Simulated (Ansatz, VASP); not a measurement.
MoS2 in VASP and in Ansatz

```
Mo S
1.0
     3.14919    0.00000    0.00000
    -1.57460    2.72728    0.00000
     0.00000    0.00000   12.08975
Mo S
2 4
Direct
  0.33333 0.66667 0.25000
  0.66667 0.33333 0.75000
  0.33333 0.66667 0.62048
  0.66667 0.33333 0.12048
  0.33333 0.66667 0.87952
  0.66667 0.33333 0.37952
```

Alike in both runs: functional PBE; dispersion D3(BJ); k mesh 8 × 8 × 2; occupations gaussian, width 0.05 eV; no spin polarisation.

Ansatz relaxed the structure, and its values are those at the end. VASP's run is a single point on that final structure, the one shown.

|  | VASP | Ansatz |
| --- | --- | --- |
| version | VASP 6.6.1 | Ansatz 0.2.0 |
| potentials or method | VASP PAW PBE potentials, release 64 (Mo_sv, S) | scalar-relativistic, plane waves, PAW |
| plane-wave cutoff (eV) | 520 | 420 |
| valence electrons in the cell | 52 | 52 |

VASP gave:

```
gap on the k mesh at the Fermi level (eV) : 0.90
least direct gap on the mesh (eV)         : 1.97
pressure (GPa)                            : -0.1
rms of the force components (eV/Å)        : 0.006
```

Estimate Ansatz's values.

gap on the k mesh at the Fermi level (eV): 0.88; least direct gap on the mesh (eV): 1.97; pressure (GPa): 0.0; rms of the force components (eV/Å): 0.000.

Ansatz warned: «stress_scf_threshold_loose».

A k mesh can miss the band edges.
